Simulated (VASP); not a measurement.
# GaSb (F-43m) in VASP: notebook

GaSb is run at these levels: LDA, r2SCAN, PBE; tasks: single point, relaxation of cell and atoms.

Everything below comes from runs of VASP 6.6.1. Logs are shortened: lines on timing, memory, paths and dates and some standing lists are left out, and cuts for length are marked.

**Measured values to compare with.**

From a printed reference work, data compilation, for a bulk crystal of GaSb at 4.2 K: band gap 0.811 eV (direct).

The results are compared with them further down.

**1. The cell of the first run**

It takes space group F-43m (No. 216, cubic). The conventional cell has a = 6.132 Å, b = 6.132 Å, c = 6.132 Å, α = 90.00°, β = 90.00°, γ = 90.00°. Ga (site symmetry -43m) has 4 Sb at 2.66 Å within 3.5 Å. Sb (site symmetry -43m) has 4 Ga at 2.66 Å within 3.5 Å.

**2. Single point, LDA**

INCAR

```
PREC     = Accurate       # precision mode
ENCUT    = 520            # plane-wave cutoff, eV
EDIFF    = 1E-7           # SCF threshold, eV
ISMEAR   = -1             # smearing method
SIGMA    = 0.02           # smearing width, eV
LREAL    = F              # projectors in reciprocal space
LASPH    = T              # aspherical terms in the spheres
NELM     = 80             # most SCF steps
ALGO     = Normal         # electronic algorithm
ISIF     = 2              # what is computed and relaxed
LWAVE    = F              # write WAVECAR
LCHARG   = T              # write CHGCAR
GGA      = CA             # functional
LELF     = T              # ELF
LVHAR    = T            
NBANDS   = 16             # bands
```

KPOINTS

```
regular mesh
0
Gamma
  8 8 8
```

POSCAR

```
GaSb
1.0
    0.0000000000      3.0658848228      3.0658848228
    3.0658848228      0.0000000000      3.0658848228
    3.0658848228      3.0658848228      0.0000000000
Ga Sb
1 1
Direct
    0.0000000000      0.0000000000      0.0000000000
    0.2500000000      0.2500000000      0.2500000000
```

Potentials or basis: VASP PAW LDA potentials, release 64 (Ga_d, Sb).

On the command line:

```sh
$ cat potpaw_LDA.64/Ga_d/POTCAR potpaw_LDA.64/Sb/POTCAR > POTCAR
$ mpirun -np 1 vasp_std > vasp.out
```

OUTCAR:

```text
PREC = Accurate
   ENCUT = 520
   EDIFF = 1E-7
   ISMEAR = -1
   LREAL = F
   LASPH = T
   NELM = 80
   ISIF = 2
   GGA = CA

 ion  position               nearest neighbor table
   1  0.000  0.000  0.000-   2 2.66   2 2.66   2 2.66   2 2.66
   2  0.250  0.250  0.250-   1 2.66   1 2.66   1 2.66   1 2.66

  LATTYP: Found a face centered cubic cell.
 ALAT       =     6.1317696456

  Lattice vectors:

 A1 = (   0.0000000000,   3.0658848228,   3.0658848228)
 A2 = (   3.0658848228,   0.0000000000,   3.0658848228)
 A3 = (   3.0658848228,   3.0658848228,   0.0000000000)

Analysis of symmetry for initial positions (statically):
=====================================================================
 Subroutine PRICEL returns:
 Original cell was already a primitive cell.

 Routine SETGRP: Setting up the symmetry group for a
 face centered cubic supercell.

 Subroutine GETGRP returns: Found 24 space group operations
 (whereof 24 operations were pure point group operations)
 out of a pool of 48 trial point group operations.

The static configuration has the point symmetry T_d .

Analysis of symmetry for dynamics (positions and initial velocities):
=====================================================================
 Subroutine PRICEL returns:
 Original cell was already a primitive cell.

 Routine SETGRP: Setting up the symmetry group for a
 face centered cubic supercell.

 Subroutine GETGRP returns: Found 24 space group operations
 (whereof 24 operations were pure point group operations)
 out of a pool of 48 trial point group operations.

The dynamic configuration has the point symmetry T_d .

 Subroutine INISYM returns: Found 24 space group operations
 (whereof 24 operations are pure point group operations),
 and found     1 'primitive' translations

----------------------------------------------------------------------------------------

                                     Primitive cell

  volume of cell :      57.6365

  direct lattice vectors                    reciprocal lattice vectors
     0.000000000  3.065884823  3.065884823    -0.163085057  0.163085057  0.163085057
     3.065884823  0.000000000  3.065884823     0.163085057 -0.163085057  0.163085057
     3.065884823  3.065884823  0.000000000     0.163085057  0.163085057 -0.163085057

  length of vectors
     4.335815897  4.335815897  4.335815897     0.282471604  0.282471604  0.282471604

  position of ions in fractional coordinates (direct lattice)
     0.000000000  0.000000000  0.000000000
     0.250000000  0.250000000  0.250000000

  ion indices of the primitive-cell ions
   primitive index   ion index
                 1           1
                 2           2

----------------------------------------------------------------------------------------

 KPOINTS: regular mesh

Automatic generation of k-mesh.
 Grid dimensions read from file:
 generate k-points for:    8    8    8

 Generating k-lattice:

  Cartesian coordinates                     Fractional coordinates (reciprocal lattice)
    -0.020385632  0.020385632  0.020385632     0.125000000  0.000000000  0.000000000
     0.020385632 -0.020385632  0.020385632     0.000000000  0.125000000  0.000000000
     0.020385632  0.020385632 -0.020385632     0.000000000  0.000000000  0.125000000

  Length of vectors
     0.035308951  0.035308951  0.035308951

  Shift w.r.t. Gamma in fractional coordinates (k-lattice)
     0.000000000  0.000000000  0.000000000

 Subroutine IBZKPT returns following result:
 ===========================================

 Found     29 irreducible k-points:

 Following reciprocal coordinates:
            Coordinates               Weight
  0.000000  0.000000  0.000000      1.000000
  0.125000  0.000000  0.000000      8.000000
  0.250000  0.000000  0.000000      8.000000
  0.375000  0.000000  0.000000      8.000000
  0.500000  0.000000  0.000000      4.000000
  0.125000  0.125000  0.000000      6.000000
[... 16 lines left out ...]
  0.500000  0.250000  0.125000     48.000000
 -0.375000  0.250000  0.125000     24.000000
 [... further k-points ...]
   k-points           NKPTS =     29   k-points in BZ     NKDIM =     29   number of bands    NBANDS=     16
   number of dos      NEDOS =    301   number of ions     NIONS =      2
   total plane-waves  NPLWV =  32768
   dimension x,y,z NGX =    32 NGY =   32 NGZ =   32
   dimension x,y,z NGXF=    64 NGYF=   64 NGZF=   64
   ions per type =               1   1
   NGX,Y,Z   is equivalent  to a cutoff of  12.27, 12.27, 12.27 a.u.
   NGXF,Y,Z  is equivalent  to a cutoff of  24.54, 24.54, 24.54 a.u.
 SYSTEM =  unknown system
   PREC   = accura    normal or accurate (medium, high low for compatibility)
   ISTART =      0    job   : 0-new  1-cont  2-samecut
   ICHARG =      2    charge: 1-file 2-atom 10-const
   ISPIN  =      1    spin polarized calculation?
   LNONCOLLINEAR =      F non collinear calculations
   LSORBIT =      F    spin-orbit coupling
   LASPH  =      T    aspherical Exc in radial PAW
   ENCUT  =  520.0 eV  38.22 Ry    6.18 a.u.   8.06  8.06  8.06*2*pi/ulx,y,z
   NELM   =     80;   NELMIN=  2; NELMDL= -5     # of ELM steps
   EDIFF  = 0.1E-06   stopping-criterion for ELM
   LREAL  =      F    real-space projection
   EDIFFG = 0.1E-05   stopping-criterion for IOM
   NSW    =      0    number of steps for IOM
   IBRION =     -1    ionic relax: 0-MD 1-quasi-New 2-CG
   NFREE  =      0    steps in history (QN), initial steepest desc. (CG)
   ISIF   =      2    stress and relaxation
   ISYM   =      2    0-nonsym 1-usesym 2-fastsym
   POTIM  = 0.5000    time-step for ionic-motion
   TEBEG  =    0.0;   TEEND  =   0.0 temperature during run
   PSTRESS=    0.0 pullay stress
   NELECT =      18.0000    total number of electrons
   NUPDOWN=      -1.0000    fix difference up-down
   EMIN   =  10.00;   EMAX   =-10.00  energy-range for DOS
   EFERMI =   0.00;   METHOD = LEGACY
   ISMEAR =    -1;   SIGMA  =   0.02  broadening in eV -4-tet -1-fermi 0-gaus
   EFERMI_NEDOS =   21; number of points for ismear=-14 and -15
   IALGO  =     38    algorithm
   IMIX   =      4    mixing-type and parameters
     AMIX     =   0.40;   BMIX     =  1.00
     AMIX_MAG =   1.60;   BMIX_MAG =  1.00
  volume/ion in A,a.u.               =      28.82       194.48
  Fermi-wavevector in a.u.,A,eV,Ry     =   1.110708  2.098933 16.785125  1.233672
  Thomas-Fermi vector in A             =   2.247263
   LORBIT       =      0    0 simple, 1 ext, 2 COOP (PROOUT), +10 PAW based schemes
   GGA     = CA    functional components
   LHFCALC =     F    Hartree Fock is set to
   AEXX    =    0.0000 exact exchange contribution
   IVDW    =     0    specifies the selected vdW correction
   LEPSILON=     F    determine dielectric tensor
   LRPA    =     F    only Hartree local field effects (RPA)
 non-spin polarized calculation
  energy-cutoff  :      520.00
  volume of cell :       57.64
 maximum number of plane-waves:      1572
   NGX = 17   NGY = 17   NGZ = 17

 number of electron      17.9999989 magnetization

 Free energy of the ion-electron system (eV)
  ---------------------------------------------------
  ext. energy  EPLUGINS =         0.00000000
  ---------------------------------------------------
  free energy    TOTEN  =        -8.65390974 eV

  energy without entropy =       -8.65376045  energy(sigma->0) =       -8.65383510

 E-fermi :   4.6243     XC(G=0):  -9.3682

 val. band max:        4.6104151464   @ k =   0.0000   0.0000   0.0000
 cond. band min:       4.8930361870   @ k =   0.5000   0.0000   0.0000
 fundamental gap:      0.2826210406
 Fermi energy:         4.6242813115

 k-point     1 :       0.0000    0.0000    0.0000
  band No.  band energies     occupation
      1     -10.5215      2.00000
      2     -10.5215      2.00000
      3     -10.5215      2.00000
      4     -10.4733      2.00000
      5     -10.4733      2.00000
      6      -6.8602      2.00000
[... 8 lines left out ...]
     15      13.1567      0.00000
     16      13.1567      0.00000

 k-point     2 :       0.1250    0.0000    0.0000
  band No.  band energies     occupation
      1     -10.5255      2.00000
      2     -10.5198      2.00000
      3     -10.5198      2.00000
      4     -10.4735      2.00000
      5     -10.4735      2.00000
      6      -6.7019      2.00000
[... 8 lines left out ...]
     15      12.3565      0.00000
     16      12.3565      0.00000

 k-point     3 :       0.2500    0.0000    0.0000
  band No.  band energies     occupation
      1     -10.5349      2.00000
      2     -10.5158      2.00000
      3     -10.5158      2.00000
      4     -10.4737      2.00000
      5     -10.4737      2.00000
      6      -6.2513      2.00000
[... 8 lines left out ...]
     15      12.1394      0.00000
     16      12.1394      0.00000

 k-point     4 :       0.3750    0.0000    0.0000
  band No.  band energies     occupation
      1     -10.5442      2.00000
      2     -10.5124      2.00000
      3     -10.5124      2.00000
      4     -10.4734      2.00000
      5     -10.4734      2.00000
      6      -5.6277      2.00000
[... 8 lines left out ...]
     15      13.0707      0.00000
     16      13.0707      0.00000
[... 324 lines left out ...]
 k-point    22 :       0.3750    0.2500    0.1250
  band No.  band energies     occupation
      1     -10.5443      2.00000
      2     -10.5113      2.00000
      3     -10.5099      2.00000
      4     -10.4771      2.00000
      5     -10.4720      2.00000
      6      -5.8583      2.00000
[... 8 lines left out ...]
     15      13.5070      0.00000
     16      13.7767      0.00000

 k-point    23 :       0.5000    0.2500    0.1250
  band No.  band energies     occupation
      1     -10.5505      2.00000
      2     -10.5089      2.00000
      3     -10.5066      2.00000
      4     -10.4770      2.00000
      5     -10.4725      2.00000
      6      -5.2613      2.00000
[... 8 lines left out ...]
     15      13.2277      0.00000
     16      14.6374      0.00000

 k-point    24 :      -0.3750    0.2500    0.1250
  band No.  band energies     occupation
      1     -10.5529      2.00000
      2     -10.5083      2.00000
      3     -10.5053      2.00000
      4     -10.4763      2.00000
      5     -10.4731      2.00000
      6      -4.9081      2.00000
[... 8 lines left out ...]
     15      14.1310      0.00000
     16      14.6456      0.00000

 [... further k-points ...]

------------------------ aborting loop because EDIFF is reached ----------------------------------------

  FORCE on cell =-STRESS in cart. coord.  units (eV):
  Direction    XX          YY          ZZ          XY          YZ          ZX
  --------------------------------------------------------------------------------------
  -------------------------------------------------------------------------------------
  Total       -0.6756802     -0.6756802     -0.6756802      0.0000000      0.0000000     -0.0000000
  in kB      -18.7825380    -18.7825380    -18.7825380      0.0000000      0.0000000     -0.0000000
  external PRESSURE =     -18.7825380 kB  Pullay stress =       0.0000000 kB

 VOLUME and BASIS-vectors are now :
 -----------------------------------------------------------------------------
  energy-cutoff  :      520.00
  volume of cell :       57.64
      direct lattice vectors                 reciprocal lattice vectors
     0.000000000  3.065884823  3.065884823    -0.163085057  0.163085057  0.163085057
     3.065884823  0.000000000  3.065884823     0.163085057 -0.163085057  0.163085057
     3.065884823  3.065884823  0.000000000     0.163085057  0.163085057 -0.163085057

 POSITION                                       TOTAL-FORCE (eV/Angst)
 -----------------------------------------------------------------------------------
      0.00000      0.00000      0.00000        -0.000000      0.000000     -0.000000
      1.53294      1.53294      1.53294         0.000000     -0.000000      0.000000
 -----------------------------------------------------------------------------------
    total drift:                                0.000000      0.000000      0.000000

  FREE ENERGIE OF THE ION-ELECTRON SYSTEM (eV)
  ---------------------------------------------------
  free  energy   TOTEN  =        -8.6539097435 eV

  energy  without entropy=       -8.6537604549  energy(sigma->0) =       -8.65383510
```

Run time: 17 s. Hardware: 1 thread of Intel Xeon Platinum 8259CL at 2.50GHz (Skylake/Cascade Lake), shared host; peak memory 0.16 GiB.

What came out:

- Free energy: -8.6539 eV
- Pressure: -1.9 GPa
- Band gap on the k mesh: zero (filled and empty bands touch)

Caveat: spin-orbit coupling is left out, which moves the levels of the heavy elements.

**3. Single point, r2SCAN**

POSCAR is that of step 2.

INCAR.step1

```
SYSTEM = GaSb
ALGO     = Normal         ! electronic algorithm
EDIFF    = 1E-4           ! SCF threshold, eV
ENCUT    = 520            ! plane-wave cutoff, eV
GGA      = PE             ! functional
ISMEAR   = -1             ! smearing method
LASPH    = .TRUE.         ! aspherical terms in the spheres
LCHARG   = .FALSE.        ! write CHGCAR
LREAL    = .FALSE.        ! projectors in reciprocal space
LWAVE    = .TRUE.         ! write WAVECAR
NBANDS   = 16             ! bands
NELM     = 60             ! most SCF steps
PREC     = Accurate       ! precision mode
SIGMA    = 0.02           ! smearing width, eV
```

INCAR.step2

```
SYSTEM = GaSb
ALGO     = Normal         ! electronic algorithm
EDIFF    = 1E-7           ! SCF threshold, eV
ENCUT    = 520            ! plane-wave cutoff, eV
ISIF     = 2              ! what is computed and relaxed
ISMEAR   = -1             ! smearing method
ISTART   = 1            
LASPH    = .TRUE.         ! aspherical terms in the spheres
LCHARG   = .FALSE.        ! write CHGCAR
LMIXTAU  = .TRUE.       
LREAL    = .FALSE.        ! projectors in reciprocal space
LWAVE    = .FALSE.        ! write WAVECAR
METAGGA  = R2SCAN         ! meta-GGA
NBANDS   = 16             ! bands
NELM     = 60             ! most SCF steps
PREC     = Accurate       ! precision mode
SIGMA    = 0.02           ! smearing width, eV
```

KPOINTS

```
k-points
0
G
  8 8 8
  0 0 0
```

Potentials or basis: VASP PAW PBE potentials, release 64 (Ga_d, Sb).

On the command line:

```sh
$ cat potpaw_PBE.64/Ga_d/POTCAR potpaw_PBE.64/Sb/POTCAR > POTCAR
$ cp INCAR.step1 INCAR
$ mpirun -np 1 vasp_std > vasp.out
$ cp INCAR.step2 INCAR
$ mpirun -np 1 vasp_std > vasp.out
```

Run time: 74 s. Hardware: 1 thread of Intel Xeon Platinum 8259CL at 2.50GHz (Skylake/Cascade Lake), shared host; peak memory 0.19 GiB.

It converged, with:

```yaml
Free_energy: -37.6006 eV
Pressure: 0.1 GPa
Band_gap_on_the_k_mesh: 0.40 eV, direct
```

Levels at points of the mesh, in eV from the valence-band top:
| k point | band 5 | band 6 | band 7 | band 8 | band 9 | band 10 | band 11 | band 12 | band 13 | band 14 |
| --- | --- | --- | --- | --- | --- | --- | --- | --- | --- | --- |
| (0.00, 0.00, 0.00) | -15.43 | -11.88 | 0.00 | 0.00 | 0.00 | 0.40 | 2.98 | 2.98 | 2.98 | 6.34 |
| (0.50, 0.00, 0.00) | -15.43 | -10.18 | -6.55 | -1.20 | -1.20 | 0.67 | 4.01 | 4.01 | 6.93 | 9.94 |
| (0.50, 0.50, 0.00) | -15.43 | -9.30 | -7.02 | -2.67 | -2.67 | 1.13 | 1.49 | 9.22 | 9.22 | 10.73 |

Caveat: the PAW data sets were made with another functional, which shifts forces and pressure a little; spin-orbit coupling is left out, which moves the levels of the heavy elements.

**4. Relaxation of cell and atoms, PBE**

This run uses another cell than the first one, of 28.62 Å³/atom, 0.993 times its volume.

INCAR

```
  ALGO = Normal
  EDIFF = 1E-6
  EDIFFG = -0.005
  ENCUT = 600
  GGA = PE
  IBRION = 2
  ISIF = 3
  ISMEAR = -1
  LASPH = True
  LCHARG = False
  LREAL = False
  LWAVE = False
  NELM = 80
  NSW = 80
  PREC = Accurate
  SIGMA = 0.02
```

KPOINTS

```
k-points
0
Gamma
  6 6 6
```

POSCAR

```
GaSb
1.0
    0.0000000000      3.0590000000      3.0590000000
    3.0590000000      0.0000000000      3.0590000000
    3.0590000000      3.0590000000      0.0000000000
Ga Sb
1 1
Direct
    0.0000000000      0.0000000000      0.0000000000
    0.2500000000      0.2500000000      0.2500000000
```

On the command line:

```sh
$ cat potpaw_PBE.64/Ga_d/POTCAR potpaw_PBE.64/Sb/POTCAR > POTCAR
$ mpirun -np 1 vasp_std > vasp.out
```

Run time: 53 s. Hardware: 1 thread of Intel Xeon Platinum 8259CL at 2.50GHz (Skylake/Cascade Lake), shared host; peak memory 0.21 GiB.

The run converged. Its results:

- Free energy: -7.3429 eV
- Relaxed volume: 30.08 Å³/atom
- Relaxed cell: a = 4.398 Å, b = 4.398 Å, c = 4.398 Å, α = 60.00°, β = 60.00°, γ = 60.00°
- Space group after relaxing (to 0.05 Å): F-43m (No. 216)
- Energy gained by relaxing: 10.9 meV/atom
- Ionic steps: 6
- Pressure after relaxing: 0.0 GPa
- Band gap on the k mesh: zero (filled and empty bands touch)

The path:
```
step  energy change (eV)  largest force (eV/Å)  pressure (GPa)  volume (Å³)
   1              0.0000                0.0000            2.43        57.25
   2             -0.0205                0.0000           -0.50        60.92
   3             -0.0218                0.0000           -0.04        60.21
   4             -0.0218                0.0000            0.06        60.15
   5             -0.0218                0.0000            0.03        60.15
   6             -0.0218                0.0000            0.03        60.15
```

Final structure:
```cif
data_structure
_symmetry_space_group_name_H-M 'P 1'
_symmetry_Int_Tables_number 1
_cell_length_a 4.3980
_cell_length_b 4.3980
_cell_length_c 4.3980
_cell_angle_alpha 60.000
_cell_angle_beta 60.000
_cell_angle_gamma 60.000
_cell_volume 60.15
loop_
_atom_site_label
_atom_site_type_symbol
_atom_site_fract_x
_atom_site_fract_y
_atom_site_fract_z
_atom_site_occupancy
Ga1 Ga 0.00000 0.00000 0.00000 1
Sb1 Sb 0.25000 0.25000 0.25000 1
```

Levels at points of the mesh, in eV from the Fermi level:
| k point | band 7 | band 8 | band 9 | band 10 | band 11 | band 12 |
| --- | --- | --- | --- | --- | --- | --- |
| (0.00, 0.00, 0.00) | -0.32 | -0.01 | -0.01 | -0.01 | 2.77 | 2.77 |
| (0.50, 0.00, 0.00) | -6.15 | -1.09 | -1.09 | 0.29 | 3.73 | 3.73 |
| (0.50, 0.50, 0.00) | -6.61 | -2.42 | -2.42 | 0.94 | 1.33 | 8.35 |

Caveat: spin-orbit coupling is left out, which moves the levels of the heavy elements. Zero-point motion and thermal expansion aren't in these numbers.

**5. Overview**

| task | level | potentials or basis | cell | k mesh | cutoff (eV) | gap on the mesh (eV) | pressure (GPa) |
| --- | --- | --- | --- | --- | --- | --- | --- |
| single point | LDA | VASP PAW LDA potentials, release 64 (Ga_d, Sb) | a = 4.336 Å, angles 60.0°, 2 atoms | 8 × 8 × 8 | 520 | none | -1.9 |
| single point | r2SCAN | VASP PAW PBE potentials, release 64 (Ga_d, Sb) | a = 4.336 Å, angles 60.0°, 2 atoms | 8 × 8 × 8 | 520 | 0.40 | 0.1 |
| relaxation of cell and atoms | PBE | VASP PAW PBE potentials, release 64 (Ga_d, Sb) | relaxed from a = 4.326 Å, angles 60.0°, 2 atoms | 6 × 6 × 6 | 600 | none | 0.0 |

Alike in all rows: no spin polarisation; smearing fermi-dirac 0.02 eV.

Caveats: spin-orbit coupling is left out, which moves the levels of the heavy elements; the PAW data sets were made with another functional, which shifts forces and pressure a little (some runs).

Total energies depend on the potentials used, so only differences within one code and one set of settings carry meaning.

**6. Against experiment**

Step 2. Measured gap of GaSb: 0.811 eV (direct; 4.2 K; a printed reference work, data compilation). This calculation gives 0.00 eV (-0.81 eV). Spin-orbit coupling on Ga, Sb is left out. The value is that of LDA on a finite k mesh, which can miss the band edges, without temperature or zero-point motion. Semilocal functionals fall short of measured gaps as a rule.

Step 3. A measured gap of GaSb is 0.811 eV (direct; 4.2 K; a printed reference work, data compilation); the calculated 0.40 eV misses it by -0.41 eV. Spin-orbit coupling on Ga, Sb is left out. The value is that of r2SCAN on a finite k mesh, which can miss the band edges, without temperature or zero-point motion.
